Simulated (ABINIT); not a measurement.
Crystal: GaSb.

```
Sb Ga
1.0
     0.00000    3.05900    3.05900
     3.05900    0.00000    3.05900
     3.05900    3.05900    0.00000
Sb Ga
1 1
Direct
  0.75000 0.75000 0.75000
  0.00000 0.00000 0.00000
```

Base run:

- Program: ABINIT 10.8.3 (patched build)
- Functional: PBEsol
- Potentials or basis: JTH PAW PBE v2.0 sp
- Cutoff: 544 eV
- k mesh: 8 × 8 × 8
- Occupations: fermi-dirac, width 0.05 eV
- Spin: no spin polarisation

Its results: band gap on the k mesh none (metal or under the smearing width); pressure 0.0 GPa.

**Question.** The run is repeated on the same cell with these changes: functional from PBEsol to BP86. What comes out?

**Answer.** Band gap on the k mesh none (metal or under the smearing width); pressure 2.7 GPa.

Caveats: the PAW data sets were made with another functional, which shifts forces and pressure a little; this set keeps more shells in the core, which shifts pressures and gaps; this crystal is a semiconductor, whose small gap the functional closes, so the metal is an error of the method.

Not every run made on this cell is shown here.
